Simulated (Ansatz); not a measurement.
**Te2Mo (P6_3/mmc), random displacements**

All numbers below come from DFT PBE, scalar-relativistic, plane waves, PAW (Ansatz 0.2.0). Settings: plane waves to 420 eV, k-mesh 12×12×2 (Γ-centred), Gaussian smearing 0.05 eV. No spin polarisation. Energies are free energies at this smearing, counted from the undisturbed cell; pressure is positive in compression.

Reference structure (as given, not relaxed at this level):

```
CELL_PARAMETERS angstrom
3.51820 0.00000 0.00000
-1.75910 3.04685 0.00000
0.00000 0.00000 13.97360
ATOMIC_POSITIONS crystal
Te 0.33333 0.66667 0.62100
Te 0.66667 0.33333 0.12100
Te 0.33333 0.66667 0.87900
Te 0.66667 0.33333 0.37900
Mo 0.33333 0.66667 0.25000
Mo 0.66667 0.33333 0.75000
```

The cell holds layers and no dispersion correction was added, so their binding is poorly described.

The atoms are displaced (Å, in the unstrained cell):

```tsv
atom	ux	uy	uz
Te1	-0.282	-0.211	0.095
Te2	-0.091	0.182	0.178
Te3	-0.001	0.164	-0.049
Te4	0.345	-0.192	-0.316
Mo5	0.015	-0.039	0.246
Mo6	0.014	0.095	-0.154
```

Strain (Voigt, engineering shear): (-0.0106, 0.0036, -0.0090, -0.0039, 0.0166, -0.0155).

(1) What are the energy change, the stress and the forces?

Answers

(1) ΔE = 1081.8 meV/atom; stress (xx, yy, zz, yz, xz, xy; compression positive) (25.75, 25.50, 33.29, -4.41, -20.41, 14.55) GPa.
| atom | Fx (eV/Å) | Fy | Fz |
| --- | --- | --- | --- |
| Te1 | 6.52 | 3.97 | -8.36 |
| Te2 | 0.89 | -0.97 | -1.78 |
| Te3 | -0.08 | -0.25 | -0.02 |
| Te4 | -5.77 | 0.52 | 11.89 |
| Mo5 | 4.89 | 0.46 | -10.03 |
| Mo6 | -6.44 | -3.73 | 8.31 |

Cost: 1 run of about 0.61 core-minutes, on AMD EPYC 9R45 (Zen 5) (shared hosts).